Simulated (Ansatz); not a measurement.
**Tuning gaps by epitaxial strain**

Plane-wave DFT in Ansatz, r2SCAN, scalar-relativistic PAW potentials, cutoff 500 eV, no spin-orbit coupling; no spin polarisation. Equal strain along a and b of the conventional cell, c and the atoms relaxed; gaps sought over the whole zone.

| crystal | strain: gap (eV) |
| --- | --- |
| SiC (P6_3mc) | -6.0 %: 1.720; -4.0 %: 2.089; -2.0 %: 2.397; +0.0 %: 2.652; +2.0 %: 2.783; +4.0 %: 2.594; +6.0 %: 2.314 |
| TiO₂ (I4_1/amd) | -3.0 %: 2.882; -2.0 %: 2.756; -1.0 %: 2.637; +0.0 %: 2.529; +1.0 %: 2.432; +2.0 %: 2.350; +3.0 %: 2.279 |
| SnO (P4/nmm) | -6.0 %: 0.730; -4.0 %: 0.141; -2.0 %: 0.145; +0.0 %: 0.363; +2.0 %: 0.650; +4.0 %: 0.926; +6.0 %: 1.166 |
| SnO₂ (P4_2/mnm) | -4.5 %: 2.251; -3.0 %: 2.089; -1.5 %: 1.927; +0.0 %: 1.769; +1.5 %: 1.623; +3.0 %: 1.496; +4.5 %: 1.394 |

**Question.** What are the slopes on either side of zero strain, and why can they differ?

**Answer.** SiC (P6_3mc) +128 and +66; TiO₂ (I4_1/amd) -108 and -97; SnO (P4/nmm) +109 and +144; SnO₂ (P4_2/mnm) -105 and -97 meV per % (over the first step on the compressive side, then on the tensile side; a positive slope means the gap grows as the plane is stretched). The slope drops from the first side to the second in SiC (P6_3mc). The gap is the smallest distance between any valence top and conduction valley, so its slope drops where another pair takes over. In SiC (P6_3mc) the strain keeps the symmetry, so nothing splits at zero; most likely two bands or valleys cross within a step of it. A crossing can only lower the slope, so where it rises, as in SnO (P4/nmm), the cause is curvature. Relaxations kept the strained cell's symmetry, so distortions at large strain weren't sought, and coherent films seldom hold more than 2 to 3 %. The slope of one pair of band edges is as a rule more reliable than the Kohn–Sham gap, while the strain at which pairs cross shifts with the functional.

Cost: about 48 core-minutes for the runs cited, on Arm Neoverse V1, AMD EPYC 7R43 (Zen 3), Intel Xeon Platinum 8488C (Sapphire Rapids) and other processors (shared hosts).